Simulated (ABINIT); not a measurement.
**AgBr (Fm-3m): G0W0 with ABINIT, start to end**

Aim: the G0W0 gap of AgBr (Fm-3m) on PBE with spin-orbit coupling, step by step.

Method: PBE and many-body steps on it, plane waves, in ABINIT 10.8.3.

The database entry behind the starting cell differs from later determinations by our own check (about 0.6 % short of the room-temperature cell), so it need not match the best structure at ambient conditions.

## 1. The starting structure

Symmetry: Fm-3m, No. 225, cubic system. The conventional cell has a = 5.740 Å, b = 5.740 Å, c = 5.740 Å, α = 90.00°, β = 90.00°, γ = 90.00°. Nearest to Ag lie 6 Br at 2.87 Å. Nearest to Br lie 6 Ag at 2.87 Å. Farther neighbours and most contacts between anions are not listed.

The cell and positions come from the Crystallography Open Database and are kept as given unless a step says otherwise.

## 2. Ground state

This step: ABINIT 10.8.3; DFT, PBE with spin-orbit coupling, plane waves, norm-conserving pseudopotentials.

The ground-state density comes first.

File run.abi:

```
acell 3*1.0 Angstrom
rprim 
  -0.000000000000 2.870150000000 2.870150000000
  2.870150000000 0.000000000000 2.870150000000
  2.870150000000 2.870150000000 0.000000000000
ntypat 2
znucl 47 35
natom 2
typat 1 2
xred 
  0.000000000000 0.000000000000 0.000000000000
  0.500000000000 0.500000000000 0.500000000000
pp_dirpath "pseudos"
pseudos "Ag.upf, Br.upf"
ecut 37
nspinor 2
ngkpt 6 6 6
nshiftk 1
shiftk 0 0 0
kptopt 1
chksymbreak 0
nband 36
occopt 1
tolvrs 1e-10
nstep 60
prtwf 0
optforces 0
optstress 0
indata_prefix "in"
outdata_prefix "out"
tmpdata_prefix "tmp"
```

On the command line:

```bash
$ OMP_NUM_THREADS=1 mpirun -n 8 abinit run.abi > log
```

Numbers of over 12 decimals in the logs are rounded to 6 here.

The program printed:

```text
.Version 10.8.3 of ABINIT. v10.8.2 released Aug 2026.

 Symmetries : space group Fm -3 m (#225); Bravais cF (face-center cubic)
================================================================================
 Values of the parameters that define the memory need of the present run
     intxc =       0    ionmov =       0      iscf =       7    lmnmax =      16
     lnmax =      16     mgfft =      45  mpssoang =       5    mqgrid =    3001
     natom =       2  nloc_mem =       1    nspden =       1   nspinor =       2
    nsppol =       1      nsym =      48    n1xccc =    2501    ntypat =       2
    occopt =       1   xclevel =       2
-    mband =          36        mffmem =           1         mkmem =           2
       mpw =        3479          nfft =       91125          nkpt =          16
================================================================================
  Rough estimation (10% accuracy) of disk space for files :
================================================================================

--------------------------------------------------------------------------------
------------- Echo of variables that govern the present computation ------------
--------------------------------------------------------------------------------
 -outvars: echo values of preprocessed input variables --------
            acell      1.8897261259E+00  1.8897261259E+00  1.8897261259E+00 Bohr

      chksymbreak           0
             ecut      3.70000000E+01 Hartree
-          fftalg         312

              ixc     -101130
              kpt      0.00000000E+00  0.00000000E+00  0.00000000E+00
                       1.66666667E-01  0.00000000E+00  0.00000000E+00
                       3.33333333E-01  0.00000000E+00  0.00000000E+00
                       5.00000000E-01  0.00000000E+00  0.00000000E+00
                       1.66666667E-01  1.66666667E-01  0.00000000E+00
                       3.33333333E-01  1.66666667E-01  0.00000000E+00
                       5.00000000E-01  1.66666667E-01  0.00000000E+00
                      -3.33333333E-01  1.66666667E-01  0.00000000E+00
                      -1.66666667E-01  1.66666667E-01  0.00000000E+00
   [... 5 further rows ...]
                      -3.33333333E-01  3.33333333E-01  1.66666667E-01
                      -3.33333333E-01  5.00000000E-01  1.66666667E-01
         kptrlatt        6    0    0      0    6    0      0    0    6
          kptrlen      4.60224474E+01
P           mkmem           2
            natom           2
            nband          36
            ngfft          45      45      45
             nkpt          16
          nspinor           2
            nstep          60
             nsym          48
           ntypat           2
              occ      1.000000  1.000000  1.000000  1.000000  1.000000  1.000000
                       1.000000  1.000000  1.000000  1.000000  1.000000  1.000000
                       1.000000  1.000000  1.000000  1.000000  1.000000  1.000000
                       1.000000  1.000000  1.000000  1.000000  1.000000  1.000000
                       1.000000  1.000000  0.000000  0.000000  0.000000  0.000000
                       0.000000  0.000000  0.000000  0.000000  0.000000  0.000000
        optforces           0
        optstress           0
            prtwf           0
            rprim     -0.0000000000E+00  2.8701500000E+00  2.8701500000E+00
[...]
spgroup         225

           tolvrs      1.00000000E-10

             xred      0.0000000000E+00  0.0000000000E+00  0.0000000000E+00
[...]
znucl       47.00000   35.00000

================================================================================

 chkinp: Checking input parameters for consistency.

================================================================================
== DATASET  1 ==================================================================
-   mpi_nproc: 8, omp_nthreads: 1 (-1 if OMP is not activated)

--- !DatasetInfo
iteration_state: {dtset: 1, }
dimensions: {natom: 2, nkpt: 16, mband: 36, nsppol: 1, nspinor: 2, nspden: 1, mpw: 3479, }
cutoff_energies: {ecut:  37.0, pawecutdg:  -1.0, }
electrons: {nelect:   2.60000000E+01, charge:   0.00000000E+00, occopt:   1.00000000E+00, tsmear:   1.00000000E-02, }

 Real(R)+Recip(G) space primitive vectors, cartesian coordinates (Bohr,Bohr^-1):
 R(1)=  0.0000000  5.4237974  5.4237974  G(1)= -0.0921863  0.0921863  0.0921863
 R(2)=  5.4237974  0.0000000  5.4237974  G(2)=  0.0921863 -0.0921863  0.0921863
 R(3)=  5.4237974  5.4237974  0.0000000  G(3)=  0.0921863  0.0921863 -0.0921863
 Unit cell volume ucvol=  3.1910998E+02 bohr^3
 Angles (23,13,12)=  6.00000000E+01  6.00000000E+01  6.00000000E+01 degrees

 getcut: wavevector=  0.0000  0.0000  0.0000  ngfft=  45  45  45
         ecut(hartree)=     37.000   => boxcut(ratio)=   2.09492

--- Pseudopotential description ------------------------------------------------
- Ag Generated using ONCVPSP code by D. R. Hamann
- 47.00000  19.00000  180423                  znucl, zion, pspdat
12 -101130 2 -1 1538                          pspcod,pspxc,lmax,lloc,mmax
     nproj     2     4     3     0
     spin-orbit psp
        nprojso     4     3     0
  pspatm : epsatm=   27.57090862
         --- l  ekb(1:nproj) -->
[...]
1    3.421747   -0.133403   -0.005404    0.000059
             2   -1.590543   -0.389496   -0.000033
  spin-orbit 1    0.378644   -0.145753    0.014436   -0.000735
  spin-orbit 2    0.045013    0.011481   -0.000579
 pspatm: atomic psp has been read  and splines computed

- Br Generated using ONCVPSP code by D. R. Hamann
- 35.00000   7.00000  180423                  znucl, zion, pspdat
12 -101130 2 -1 1110                          pspcod,pspxc,lmax,lloc,mmax
     nproj     2     3     3     0
     spin-orbit psp
        nprojso     4     4     0
  pspatm : epsatm=   11.65225461
         --- l  ekb(1:nproj) -->
             0    0.878030    8.455347
             1    5.296960    0.884184    0.010490
             2    2.601663    0.386433    0.000588
  spin-orbit 1    0.408712   -0.253934    0.061012   -0.000372
  spin-orbit 2    0.108928   -0.011508    0.005488   -0.000068
 pspatm: atomic psp has been read  and splines computed

   1.01980224E+03                                ecore*ucvol(ha*bohr**3)
--------------------------------------------------------------------------------

_setup2: Arith. and geom. avg. npw (full set) are    3429.282    3429.252

================================================================================

--- !BeginCycle
iteration_state: {dtset: 1, }
solver: {iscf: 7, nstep: 60, nline: 4, wfoptalg: 0, }
tolerances: {tolvrs: 1.00E-10, }

     iter   Etot(hartree)      deltaE(h)  residm     vres2
 ETOT  1  -170.51028130279    -1.705E+02 1.769E-01 1.005E+02
 ETOT  2  -170.75709083600    -2.468E-01 1.649E-02 3.951E+01
 ETOT  3  -170.76164164635    -4.551E-03 2.226E-02 9.607E-01
 ETOT  4  -170.76182655206    -1.849E-04 7.996E-04 1.977E-01
 ETOT  5  -170.76183782861    -1.128E-05 2.866E-04 9.671E-03
 ETOT  6  -170.76183853529    -7.067E-07 1.287E-04 1.233E-03
 ETOT  7  -170.76183865260    -1.173E-07 1.146E-04 1.955E-06
 ETOT  8  -170.76183865273    -1.364E-10 4.857E-05 1.091E-08
 ETOT  9  -170.76183865273     2.558E-12 4.271E-05 1.752E-10
 ETOT 10  -170.76183865273     2.274E-12 2.167E-05 2.973E-12

 At SCF step   10       vres2   =  2.97E-12 < tolvrs=  1.00E-10 =>converged.

--- !ResultsGS
iteration_state: {dtset: 1, }
comment   : Summary of ground state results
lattice_vectors:
- [ -0.0000000,   5.4237974,   5.4237974, ]
- [  5.4237974,   0.0000000,   5.4237974, ]
- [  5.4237974,   5.4237974,   0.0000000, ]
lattice_lengths: [   7.67041,    7.67041,    7.67041, ]
lattice_angles: [ 60.000,  60.000,  60.000, ] # degrees, (23, 13, 12)
lattice_volume:   3.1910998E+02
convergence: {deltae:  2.274E-12, res2:  2.973E-12, residm:  2.167E-05, diffor:  0.000E+00, }
etotal    :  -1.70761839E+02
entropy   :   0.00000000E+00
fermie    :   1.83463217E-01
cartesian_stress_tensor: null
pressure_GPa: null
xred      :
- [  0.0000E+00,   0.0000E+00,   0.0000E+00, Ag]
- [  5.0000E-01,   5.0000E-01,   5.0000E-01, Br]
cartesian_forces: null
force_length_stats: {min: null, max: null, mean: null, }

 Integrated electronic density in atomic spheres:
 ------------------------------------------------
 Atom  Sphere_radius  Integrated_density
    1        2.00000         16.39602431
    2        2.00000          4.20780313
================================================================================

 ----iterations are completed or convergence reached----

 Mean square residual over all n,k,spin=   64.427E-09; max=  21.675E-06
 reduced coordinates (array xred) for    2 atoms
       0.000000000000      0.000000000000      0.000000000000
       0.500000000000      0.500000000000      0.500000000000
 rms dE/dt=  0.0000E+00; max dE/dt=  0.0000E+00; dE/dt below (all hartree)
    1       0.000000000000      0.000000000000      0.000000000000
    2       0.000000000000      0.000000000000      0.000000000000

 cartesian coordinates (angstrom) at end:
    1      0.000000     0.000000     0.000000
    2      2.870150     2.870150     2.870150
 length scales=  1.889726125908  1.889726125908  1.889726125908 bohr
              =  1.000000000000  1.000000000000  1.000000000000 angstroms
 prteigrs : about to open file out_EIG
 Fermi (or HOMO) energy (hartree) =   0.18346   Average Vxc (hartree)=  -0.37332
 Eigenvalues (hartree) for nkpt=  16  k points:
 kpt#   1, nband= 36, wtk=  0.00463, kpt=  0.0000  0.0000  0.0000 (reduced coord)
  -3.13037   -3.13037   -1.91962   -1.91962   -1.73285   -1.73285   -1.73285   -1.73285
  -0.37384   -0.37384    0.06570    0.06570    0.06570    0.06570    0.08517    0.08517
   0.08521    0.08521    0.08521    0.08521    0.09563    0.09563    0.11591    0.11591
   0.11591    0.11591    0.20506    0.20506    0.54405    0.54405    0.54405    0.54405
   0.54719    0.54719    0.59099    0.59100
 prteigrs : prtvol=0 or 1, do not print more k-points.

--- !EnergyTerms
iteration_state     : {dtset: 1, }
comment             : Components of total free energy in Hartree
kinetic             :  5.76825485648347E+01
hartree             :  5.21767199428298E+01
xc                  : -2.83764363879003E+01
Ewald energy        : -1.00006610757867E+02
psp_core            :  3.19577049047525E+00
local_psp           : -1.55602033460464E+02
non_local_psp       :  1.68202955361791E-01
total_energy        : -1.70761838652730E+02
total_energy_eV     : -4.64666634765332E+03
band_energy         : -1.64719716260531E+01

== END DATASET(S) ==============================================================
================================================================================

 -outvars: echo values of variables after computation  --------
           etotal     -1.7076183865E+02
            nband          36
             nkpt          16
          spgroup         225
 [... the other variables as echoed above ...]

 Calculation completed.
```

The job ended after 26 s (8 MPI ranks of Arm Neoverse V2, shared host; peak memory 0.72 GiB).

Numbers from this step:

```
total energy               : -4646.6663 eV
gap                        : 0.5878 eV
k of the valence top       : 0.5, 0, 0
k of the conduction bottom : 0, 0, 0
least direct gap           : 2.426 eV
```

The gap is indirect, with the least direct gap 1.84 eV higher.

## 3. Bands along the symmetry lines

The cheap functional maps the bands first; the places of the edges decide which points the dearer methods must see.

File run.abi:

```
acell 3*1.0 Angstrom
rprim 
  -0.000000000000 2.870150000000 2.870150000000
  2.870150000000 0.000000000000 2.870150000000
  2.870150000000 2.870150000000 0.000000000000
ntypat 2
znucl 47 35
natom 2
typat 1 2
xred 
  0.000000000000 0.000000000000 0.000000000000
  0.500000000000 0.500000000000 0.500000000000
pp_dirpath "pseudos"
pseudos "Ag.upf, Br.upf"
ecut 37
nspinor 2
iscf -2
irdden 1
kptopt 0
nkpt 26
kpt 
  0.00000000 0.00000000 0.00000000
  0.12500000 0.00000000 0.12500000
  0.25000000 0.00000000 0.25000000
  0.37500000 0.00000000 0.37500000
  0.50000000 0.00000000 0.50000000
  0.53125000 0.06250000 0.53125000
  0.56250000 0.12500000 0.56250000
  0.59375000 0.18750000 0.59375000
  0.62500000 0.25000000 0.62500000
  0.37500000 0.37500000 0.75000000
  0.28125000 0.28125000 0.56250000
  0.18750000 0.18750000 0.37500000
  0.09375000 0.09375000 0.18750000
  0.00000000 0.00000000 0.00000000
  0.12500000 0.12500000 0.12500000
  0.25000000 0.25000000 0.25000000
  0.37500000 0.37500000 0.37500000
  0.50000000 0.50000000 0.50000000
  0.50000000 0.43750000 0.56250000
  0.50000000 0.37500000 0.62500000
  0.50000000 0.31250000 0.68750000
  0.50000000 0.25000000 0.75000000
  0.50000000 0.18750000 0.68750000
  0.50000000 0.12500000 0.62500000
  0.50000000 0.06250000 0.56250000
  0.50000000 0.00000000 0.50000000
istwfk *1
nband 42
nbdbuf 6
tolwfr 1e-08
nstep 40
prtwf 0
prtvol 0
indata_prefix "in"
outdata_prefix "out"
tmpdata_prefix "tmp"
```

The program printed:

```text
.Version 10.8.3 of ABINIT. v10.8.2 released Aug 2026.

 Symmetries : space group Fm -3 m (#225); Bravais cF (face-center cubic)
[... echo of the input left out ...]
== DATASET  1 ==================================================================
-   mpi_nproc: 8, omp_nthreads: 1 (-1 if OMP is not activated)

--- !DatasetInfo
iteration_state: {dtset: 1, }
dimensions: {natom: 2, nkpt: 26, mband: 42, nsppol: 1, nspinor: 2, nspden: 1, mpw: 3479, }
cutoff_energies: {ecut:  37.0, pawecutdg:  -1.0, }
electrons: {nelect:   2.60000000E+01, charge:   0.00000000E+00, occopt:   1.00000000E+00, tsmear:   1.00000000E-02, }

 Real(R)+Recip(G) space primitive vectors, cartesian coordinates (Bohr,Bohr^-1):
 R(1)=  0.0000000  5.4237974  5.4237974  G(1)= -0.0921863  0.0921863  0.0921863
 R(2)=  5.4237974  0.0000000  5.4237974  G(2)=  0.0921863 -0.0921863  0.0921863
 R(3)=  5.4237974  5.4237974  0.0000000  G(3)=  0.0921863  0.0921863 -0.0921863
 Unit cell volume ucvol=  3.1910998E+02 bohr^3
 Angles (23,13,12)=  6.00000000E+01  6.00000000E+01  6.00000000E+01 degrees

 getcut: wavevector=  0.0000  0.0000  0.0000  ngfft=  45  45  45
         ecut(hartree)=     37.000   => boxcut(ratio)=   2.09492

--- Pseudopotential description ------------------------------------------------
- Ag Generated using ONCVPSP code by D. R. Hamann
- 47.00000  19.00000  180423                  znucl, zion, pspdat
12 -101130 2 -1 1538                          pspcod,pspxc,lmax,lloc,mmax
     nproj     2     4     3     0
     spin-orbit psp
        nprojso     4     3     0
  pspatm : epsatm=   27.57090862
         --- l  ekb(1:nproj) -->
             0   -0.417598    9.560282
             1    3.421747   -0.133403   -0.005404    0.000059
             2   -1.590543   -0.389496   -0.000033
  spin-orbit 1    0.378644   -0.145753    0.014436   -0.000735
  spin-orbit 2    0.045013    0.011481   -0.000579
 pspatm: atomic psp has been read  and splines computed

- Br Generated using ONCVPSP code by D. R. Hamann
- 35.00000   7.00000  180423                  znucl, zion, pspdat
12 -101130 2 -1 1110                          pspcod,pspxc,lmax,lloc,mmax
     nproj     2     3     3     0
     spin-orbit psp
        nprojso     4     4     0
  pspatm : epsatm=   11.65225461
         --- l  ekb(1:nproj) -->
             0    0.878030    8.455347
             1    5.296960    0.884184    0.010490
             2    2.601663    0.386433    0.000588
  spin-orbit 1    0.408712   -0.253934    0.061012   -0.000372
  spin-orbit 2    0.108928   -0.011508    0.005488   -0.000068
 pspatm: atomic psp has been read  and splines computed

--------------------------------------------------------------------------------

================================================================================
 prteigrs : about to open file out_EIG
 Non-SCF case, kpt    1 (  0.00000  0.00000  0.00000), residuals and eigenvalues=
[...]
5.61E-07  1.61E-05
[...]
Non-SCF case, kpt    3 (  0.25000  0.00000  0.25000), residuals and eigenvalues=
[...]
3.92E-04  9.95E-04
[...]
Non-SCF case, kpt   25 (  0.50000  0.06250  0.56250), residuals and eigenvalues=
[...]
Non-SCF case, kpt   26 (  0.50000  0.00000  0.50000), residuals and eigenvalues=
[...]
5.1344E-01  5.1344E-01  5.7814E-01  5.7814E-01  5.9432E-01  5.9432E-01
  7.2912E-01  7.2914E-01  7.2992E-01  7.2993E-01  7.4117E-01  7.4144E-01

--- !ResultsGS
iteration_state: {dtset: 1, }
comment   : Summary of ground state results
lattice_vectors:
- [ -0.0000000,   5.4237974,   5.4237974, ]
- [  5.4237974,   0.0000000,   5.4237974, ]
- [  5.4237974,   5.4237974,   0.0000000, ]
lattice_lengths: [   7.67041,    7.67041,    7.67041, ]
lattice_angles: [ 60.000,  60.000,  60.000, ] # degrees, (23, 13, 12)
lattice_volume:   3.1910998E+02
convergence: {deltae:  0.000E+00, res2:  0.000E+00, residm:  9.965E-09, diffor:  0.000E+00, }
etotal    :  -1.70761839E+02
entropy   :   0.00000000E+00
fermie    :   1.83463217E-01
cartesian_stress_tensor: null
pressure_GPa: null
xred      :
- [  0.0000E+00,   0.0000E+00,   0.0000E+00, Ag]
- [  5.0000E-01,   5.0000E-01,   5.0000E-01, Br]
cartesian_forces: null
force_length_stats: {min: null, max: null, mean: null, }

 Integrated electronic density in atomic spheres:
 ------------------------------------------------
 Atom  Sphere_radius  Integrated_density
    1        2.00000         16.39602431
    2        2.00000          4.20780313
================================================================================

 ----iterations are completed or convergence reached----

 Mean square residual over all n,k,spin=   44.560E-10; max=  99.647E-10
 reduced coordinates (array xred) for    2 atoms
       0.000000000000      0.000000000000      0.000000000000
       0.500000000000      0.500000000000      0.500000000000

 cartesian coordinates (angstrom) at end:
    1      0.000000     0.000000     0.000000
    2      2.870150     2.870150     2.870150
 length scales=  1.889726125908  1.889726125908  1.889726125908 bohr
              =  1.000000000000  1.000000000000  1.000000000000 angstroms
 prteigrs : about to open file out_EIG
 Eigenvalues (hartree) for nkpt=  26  k points:
 kpt#   1, nband= 42, wtk=  1.00000, kpt=  0.0000  0.0000  0.0000 (reduced coord)
[...]
kpt#   2, nband= 42, wtk=  1.00000, kpt=  0.1250  0.0000  0.1250 (reduced coord)
[...]
kpt#   3, nband= 42, wtk=  1.00000, kpt=  0.2500  0.0000  0.2500 (reduced coord)
[...]
kpt#  25, nband= 42, wtk=  1.00000, kpt=  0.5000  0.0625  0.5625 (reduced coord)
[...]
0.75103    0.75112
 kpt#  26, nband= 42, wtk=  1.00000, kpt=  0.5000  0.0000  0.5000 (reduced coord)
[...]
0.10332    0.10332    0.23920    0.23920    0.43979    0.43979    0.51344    0.51344
   0.57814    0.57814    0.59432    0.59432    0.72912    0.72914    0.72992    0.72993
   0.74117    0.74144

== END DATASET(S) ==============================================================
================================================================================

 -outvars: echo values of variables after computation  --------
            nband          42
             nkpt          26
          spgroup         225
 [... the other variables as echoed above ...]

 Calculation completed.
```

Wall time 26 s (8 MPI ranks); peak memory 0.63 GiB.

This step gave:

* gap: 0.5878 eV
* k of the valence top: 0.5, 0.5, 0.5
* k of the conduction bottom: 0, 0, 0
* least direct gap: 2.426 eV

The gap is 0.588 eV, as in the run before at this level.

The electronic bands at the labelled points (eV, zero at the top of the highest filled band):

```tsv
point	band 23	band 24	band 25	band 26	band 27	band 28	band 29	band 30
Γ	-1.84	-1.84	-1.84	-1.84	0.59	0.59	9.81	9.81
halfway	-1.78	-1.78	-1.68	-1.68	3.20	3.20	6.60	6.60
X	-2.29	-2.29	-2.18	-2.18	1.52	1.52	6.98	6.98
halfway	-2.09	-2.09	-2.02	-2.02	1.93	1.93	6.98	6.98
U	-2.01	-2.01	-1.27	-1.27	2.88	2.88	6.74	6.74
jump to K	-2.01	-2.01	-1.27	-1.27	2.88	2.88	6.74	6.74
halfway	-1.84	-1.84	-0.28	-0.28	3.70	3.70	6.38	6.38
Γ	-1.84	-1.84	-1.84	-1.84	0.59	0.59	9.81	9.81
halfway	-0.92	-0.92	-0.76	-0.76	2.79	2.79	7.06	7.06
L	-0.14	-0.14	0.00	0.00	3.64	3.64	6.51	6.51
halfway	-1.26	-1.26	-0.68	-0.68	4.41	4.41	5.16	5.16
W	-2.18	-2.18	-1.58	-1.58	3.70	3.70	7.04	7.04
halfway	-2.25	-2.25	-1.81	-1.81	2.37	2.37	7.07	7.07
X	-2.29	-2.29	-2.18	-2.18	1.52	1.52	6.98	6.98
```

(Part 1 of 2 ends here.)

[Paths, hosts, dates, memory and timing lines, banners, echoed tables and standing remarks are left out of the program output.]

[Logs are printed without paths, hosts, clocks, repeated set-up lines and the standing remarks that a program may print on its own settings, such as how far it seeks lower states.]

[Runs of the session that timed out or met a known fault of the program may be left out.]

[Hosts, paths, dates, database ids (printed as entryN), source tags and the programs' standing remarks are cut or masked in the printed files.]

[G0W0 gaps are taken among the corrected bands and points alone; a level outside them can change the order at an edge.]

[Where Ansatz stands beside ABINIT at settings called matched, ABINIT's density can come from a denser mesh and the files from another edition; pairs whose starting gaps differed by over 0.03 eV were left out, so agreement reads better than it is.]
